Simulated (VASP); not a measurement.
# Y (Pm-3m) in VASP: notebook

One crystal, Y, is run at these levels: PBE; tasks: single point.

Everything below comes from runs of VASP 6.6.1. Logs are shortened: lines on timing, memory, paths and dates and some standing lists are left out, and cuts for length are marked.

### 1 The structure

It takes space group Pm-3m (No. 221, cubic). Conventional cell: a = 3.273 Å, b = 3.273 Å, c = 3.273 Å, α = 90.00°, β = 90.00°, γ = 90.00°. Y (site symmetry m-3m) has 6 Y at 3.27 Å as nearest neighbours.

This isn't the form of Y at room conditions, which is hcp.

### 2 Single point, PBE, collinear spin, typed start

Contents of INCAR:

```
SYSTEM = Y
PREC = Accurate
ENCUT = 520
EDIFF = 1E-7
ISMEAR = -1
SIGMA = 0.05
LREAL = .False.
LASPH = .True.
NELM = 150
ALGO = Normal
ISIF = 2
LWAVE = .False.
LCHARG = .True.
ISPIN = 2
MAGMOM = 0.485
LORBIT = 11
LMAXMIX = 4
GGA = PE
LELF = .True.
LVHAR = .True.
NBANDS = 16
```

Contents of KPOINTS:

```
Automatic mesh
0
Gamma
  16 16 16
  0 0 0
```

Contents of POSCAR:

```
Y
1.0
    3.2734541095      0.0000000000      0.0000000000
    0.0000000000      3.2734541095      0.0000000000
    0.0000000000      0.0000000000      3.2734541095
Y
1
Direct
    0.0000000000      0.0000000000      0.0000000000
```

Potentials or basis: VASP PAW PBE potentials, release 64 (Y_sv).

The run is started by

```sh
$ cat potpaw_PBE.64/Y_sv/POTCAR > POTCAR
$ mpirun -np 1 vasp_std > vasp.out
```

OUTCAR:

```text
SYSTEM = Y
   PREC = Accurate
   ENCUT = 520
   EDIFF = 1E-7
   ISMEAR = -1
   LREAL = .False.
   LASPH = .True.
   NELM = 150
   ISIF = 2
   ISPIN = 2
   LORBIT = 11
   GGA = PE

 ion  position               nearest neighbor table
   1  0.000  0.000  0.000-

  LATTYP: Found a simple cubic cell.
 ALAT       =     3.2734541095

  Lattice vectors:

 A1 = (   3.2734541095,   0.0000000000,   0.0000000000)
 A2 = (   0.0000000000,   3.2734541095,   0.0000000000)
 A3 = (   0.0000000000,   0.0000000000,   3.2734541095)

Analysis of symmetry for initial positions (statically):
=====================================================================
 Subroutine PRICEL returns:
 Original cell was already a primitive cell.

 Routine SETGRP: Setting up the symmetry group for a
 simple cubic supercell.

 Subroutine GETGRP returns: Found 48 space group operations
 (whereof 48 operations were pure point group operations)
 out of a pool of 48 trial point group operations.

The static configuration has the point symmetry O_h .

Analysis of symmetry for dynamics (positions and initial velocities):
=====================================================================
 Subroutine PRICEL returns:
 Original cell was already a primitive cell.

 Routine SETGRP: Setting up the symmetry group for a
 simple cubic supercell.

 Subroutine GETGRP returns: Found 48 space group operations
 (whereof 48 operations were pure point group operations)
 out of a pool of 48 trial point group operations.

The dynamic configuration has the point symmetry O_h .

Analysis of structural, dynamic, and magnetic symmetry:
=====================================================================
 Subroutine PRICEL returns:
 Original cell was already a primitive cell.

 Routine SETGRP: Setting up the symmetry group for a
 simple cubic supercell.

 Subroutine GETGRP returns: Found 48 space group operations
 (whereof 48 operations were pure point group operations)
 out of a pool of 48 trial point group operations.

The overall configuration has the point symmetry O_h .

 Subroutine INISYM returns: Found 48 space group operations
 (whereof 48 operations are pure point group operations),
 and found     1 'primitive' translations

----------------------------------------------------------------------------------------

                                     Primitive cell

  volume of cell :      35.0767

  direct lattice vectors                    reciprocal lattice vectors
     3.273454109  0.000000000  0.000000000     0.305487710  0.000000000  0.000000000
     0.000000000  3.273454109  0.000000000     0.000000000  0.305487710  0.000000000
     0.000000000  0.000000000  3.273454109     0.000000000  0.000000000  0.305487710

  length of vectors
     3.273454109  3.273454109  3.273454109     0.305487710  0.305487710  0.305487710

  position of ions in fractional coordinates (direct lattice)
     0.000000000  0.000000000  0.000000000

  ion indices of the primitive-cell ions
   primitive index   ion index
                 1           1

----------------------------------------------------------------------------------------

 KPOINTS: Automatic mesh

Automatic generation of k-mesh.
 Grid dimensions read from file:
 generate k-points for:   16   16   16

 Generating k-lattice:

  Cartesian coordinates                     Fractional coordinates (reciprocal lattice)
     0.019092982  0.000000000  0.000000000     0.062500000  0.000000000  0.000000000
     0.000000000  0.019092982  0.000000000     0.000000000  0.062500000  0.000000000
     0.000000000  0.000000000  0.019092982     0.000000000  0.000000000  0.062500000

  Length of vectors
     0.019092982  0.019092982  0.019092982

  Shift w.r.t. Gamma in fractional coordinates (k-lattice)
     0.000000000  0.000000000  0.000000000

 Subroutine IBZKPT returns following result:
 ===========================================

 Found    165 irreducible k-points:

 Following reciprocal coordinates:
            Coordinates               Weight
  0.000000  0.000000  0.000000      1.000000
  0.062500  0.000000  0.000000      6.000000
  0.125000  0.000000  0.000000      6.000000
  0.187500  0.000000  0.000000      6.000000
  0.250000  0.000000  0.000000      6.000000
  0.312500  0.000000  0.000000      6.000000
[... 16 lines left out ...]
  0.437500  0.125000  0.000000     24.000000
  0.500000  0.125000  0.000000     12.000000
 [... further k-points ...]
   k-points           NKPTS =    165   k-points in BZ     NKDIM =    165   number of bands    NBANDS=     16
   number of dos      NEDOS =    301   number of ions     NIONS =      1
   total plane-waves  NPLWV =  13824
   dimension x,y,z NGX =    24 NGY =   24 NGZ =   24
   dimension x,y,z NGXF=    48 NGYF=   48 NGZF=   48
   ions per type =               1
   NGX,Y,Z   is equivalent  to a cutoff of  12.19, 12.19, 12.19 a.u.
   NGXF,Y,Z  is equivalent  to a cutoff of  24.38, 24.38, 24.38 a.u.
 SYSTEM =  Y
   PREC   = accura    normal or accurate (medium, high low for compatibility)
   ISTART =      0    job   : 0-new  1-cont  2-samecut
   ICHARG =      2    charge: 1-file 2-atom 10-const
   ISPIN  =      2    spin polarized calculation?
   LNONCOLLINEAR =      F non collinear calculations
   LSORBIT =      F    spin-orbit coupling
   LASPH  =      T    aspherical Exc in radial PAW
   ENCUT  =  520.0 eV  38.22 Ry    6.18 a.u.   6.09  6.09  6.09*2*pi/ulx,y,z
   NELM   =    150;   NELMIN=  2; NELMDL= -5     # of ELM steps
   EDIFF  = 0.1E-06   stopping-criterion for ELM
   LREAL  =      F    real-space projection
   EDIFFG = 0.1E-05   stopping-criterion for IOM
   NSW    =      0    number of steps for IOM
   IBRION =     -1    ionic relax: 0-MD 1-quasi-New 2-CG
   NFREE  =      0    steps in history (QN), initial steepest desc. (CG)
   ISIF   =      2    stress and relaxation
   ISYM   =      2    0-nonsym 1-usesym 2-fastsym
   POTIM  = 0.5000    time-step for ionic-motion
   TEBEG  =    0.0;   TEEND  =   0.0 temperature during run
   PSTRESS=    0.0 pullay stress
   NELECT =      11.0000    total number of electrons
   NUPDOWN=      -1.0000    fix difference up-down
   EMIN   =  10.00;   EMAX   =-10.00  energy-range for DOS
   EFERMI =   0.00;   METHOD = LEGACY
   ISMEAR =    -1;   SIGMA  =   0.05  broadening in eV -4-tet -1-fermi 0-gaus
   EFERMI_NEDOS =   21; number of points for ismear=-14 and -15
   IALGO  =     38    algorithm
   IMIX   =      4    mixing-type and parameters
     AMIX     =   0.40;   BMIX     =  1.00
     AMIX_MAG =   1.60;   BMIX_MAG =  1.00
  volume/ion in A,a.u.               =      35.08       236.71
  Fermi-wavevector in a.u.,A,eV,Ry     =   1.112242  2.101833 16.831540  1.237083
  Thomas-Fermi vector in A             =   2.248814
   LORBIT       =     11    0 simple, 1 ext, 2 COOP (PROOUT), +10 PAW based schemes
   GGA     = PE    functional components
   LHFCALC =     F    Hartree Fock is set to
   AEXX    =    0.0000 exact exchange contribution
   IVDW    =     0    specifies the selected vdW correction
   LEPSILON=     F    determine dielectric tensor
   LRPA    =     F    only Hartree local field effects (RPA)
 spin polarized calculation
  energy-cutoff  :      520.00
  volume of cell :       35.08
 maximum number of plane-waves:       968
   NGX = 13   NGY = 13   NGZ = 13

 number of electron      10.9999998 magnetization       0.7485737

 Free energy of the ion-electron system (eV)
  ---------------------------------------------------
  ext. energy  EPLUGINS =         0.00000000
  ---------------------------------------------------
  free energy    TOTEN  =        -5.65961871 eV

  energy without entropy =       -5.64420403  energy(sigma->0) =       -5.65191137

 E-fermi :   2.6795     XC(G=0):  -9.1043

 val. band max:        2.6777472402   @ k =   0.3125   0.2500   0.1250
 cond. band min:       2.6796337458   @ k =   0.1875   0.1875   0.0000
 fundamental gap:      0.0018865056
 Fermi energy:         2.6794787589

 spin component 1

 k-point     1 :       0.0000    0.0000    0.0000
  band No.  band energies     occupation
      1     -40.4261      1.00000
      2     -20.0985      1.00000
      3     -20.0985      1.00000
      4     -20.0985      1.00000
      5      -1.9999      1.00000
      6       1.7072      1.00000
[... 8 lines left out ...]
     15      18.3247      0.00000
     16      18.3247      0.00000

 k-point     2 :       0.0625    0.0000    0.0000
  band No.  band energies     occupation
      1     -40.4236      1.00000
      2     -20.1269      1.00000
      3     -20.0962      1.00000
      4     -20.0962      1.00000
      5      -1.9236      1.00000
      6       1.7298      1.00000
[... 8 lines left out ...]
     15      17.5023      0.00000
     16      18.5584      0.00000
[... 387 lines left out ...]
      5       0.7368      1.00000
      6       2.3425      0.99882
[... 8 lines left out ...]
     15      17.1614      0.00000
     16      20.1430      0.00000

 k-point    24 :       0.5000    0.1250    0.0000
  band No.  band energies     occupation
      1     -40.3503      1.00000
      2     -20.7860      1.00000
      3     -20.1394      1.00000
      4     -20.0282      1.00000
      5       0.9439      1.00000
      6       2.2076      0.99992
[... 8 lines left out ...]
     15      17.3658      0.00000
     16      19.9280      0.00000

 [... further k-points ...]

 spin component 2

 k-point     1 :       0.0000    0.0000    0.0000
  band No.  band energies     occupation
      1     -40.1920      1.00000
      2     -19.8301      1.00000
      3     -19.8301      1.00000
      4     -19.8301      1.00000
      5      -1.5141      1.00000
      6       2.5718      0.89607
[... 8 lines left out ...]
     15      18.7209      0.00000
     16      18.7209      0.00000

 k-point     2 :       0.0625    0.0000    0.0000
  band No.  band energies     occupation
      1     -40.1896      1.00000
      2     -19.8567      1.00000
      3     -19.8278      1.00000
      4     -19.8278      1.00000
      5      -1.4384      1.00000
      6       2.5954      0.84299
[... 8 lines left out ...]
     15      17.9651      0.00000
     16      18.9544      0.00000
[... 387 lines left out ...]
      5       1.3542      1.00000
      6       2.7507      0.19404
[... 8 lines left out ...]
     15      17.5859      0.00000
     16      20.3158      0.00000

 k-point    24 :       0.5000    0.1250    0.0000
  band No.  band energies     occupation
      1     -40.1204      1.00000
      2     -20.4750      1.00000
      3     -19.8654      1.00000
      4     -19.7613      1.00000
      5       1.6377      1.00000
      6       2.5088      0.96810
[... 8 lines left out ...]
     15      17.8215      0.00000
     16      20.0673      0.00000

 [... further k-points ...]

------------------------ aborting loop because EDIFF is reached ----------------------------------------

  FORCE on cell =-STRESS in cart. coord.  units (eV):
  Direction    XX          YY          ZZ          XY          YZ          ZX
  --------------------------------------------------------------------------------------
  -------------------------------------------------------------------------------------
  Total       -0.0153902     -0.0153902     -0.0153902      0.0000000      0.0000000      0.0000000
  in kB       -0.7029678     -0.7029678     -0.7029678      0.0000000      0.0000000      0.0000000
  external PRESSURE =      -0.7029678 kB  Pullay stress =       0.0000000 kB

 VOLUME and BASIS-vectors are now :
 -----------------------------------------------------------------------------
  energy-cutoff  :      520.00
  volume of cell :       35.08
      direct lattice vectors                 reciprocal lattice vectors
     3.273454109  0.000000000  0.000000000     0.305487710  0.000000000  0.000000000
     0.000000000  3.273454109  0.000000000     0.000000000  0.305487710  0.000000000
     0.000000000  0.000000000  3.273454109     0.000000000  0.000000000  0.305487710

 POSITION                                       TOTAL-FORCE (eV/Angst)
 -----------------------------------------------------------------------------------
      0.00000      0.00000      0.00000         0.000000      0.000000      0.000000
 -----------------------------------------------------------------------------------
    total drift:                               -0.000000      0.000000      0.000000

  FREE ENERGIE OF THE ION-ELECTRON SYSTEM (eV)
  ---------------------------------------------------
  free  energy   TOTEN  =        -5.6596187101 eV

  energy  without entropy=       -5.6442040338  energy(sigma->0) =       -5.65191137

 total charge

# of ion       s       p       d       f       tot
--------------------------------------------------
    1        2.279   6.156   1.026   0.006   9.468

 magnetization (x)

# of ion       s       p       d       f       tot
--------------------------------------------------
    1        0.041   0.062   0.433   0.002   0.538
```

Run time: 62 s. Hardware: 1 thread of Intel Xeon Platinum 8559C (Emerald Rapids), shared host; peak memory 0.26 GiB.

Results:

```
Free energy                                           : -5.6596 eV
Pressure                                              : -0.1 GPa
Band gap on the k mesh                                : none (metal or under the smearing width)
Net moment                                            : 0.75 μB per cell
Site moments                                          : Y +0.54 μB
Valence electrons inside the program's atomic spheres : Y 9.47
```

Levels at points of the mesh, in eV from the Fermi level:
Spin up:
```csv
k point,band 4,band 5,band 6,band 7,band 8,band 9
"(0.00, 0.00, 0.00)",-22.78,-4.68,-0.97,-0.97,5.06,5.06
"(0.50, 0.00, 0.00)",-22.72,-2.08,-0.29,-0.17,2.60,2.60
"(0.50, 0.50, 0.00)",-22.66,-1.92,-0.24,3.13,3.13,3.25
"(0.50, 0.50, 0.50)",-23.29,-0.71,-0.71,-0.71,5.54,6.56
```
Spin down:
| k point | band 2 | band 3 | band 4 | band 5 | band 6 | band 7 | band 8 | band 9 |
| --- | --- | --- | --- | --- | --- | --- | --- | --- |
| (0.00, 0.00, 0.00) | -22.51 | -22.51 | -22.51 | -4.19 | -0.11 | -0.11 | 5.27 | 5.27 |
| (0.50, 0.00, 0.00) | -23.17 | -22.45 | -22.45 | -1.38 | 0.15 | 0.61 | 2.89 | 2.89 |
| (0.50, 0.50, 0.00) | -23.07 | -23.07 | -22.39 | -1.63 | 0.62 | 3.42 | 3.42 | 3.77 |
| (0.50, 0.50, 0.50) | -22.99 | -22.99 | -22.99 | -0.36 | -0.36 | -0.36 | 5.57 | 7.09 |

(Continued in part 2 of 2.)
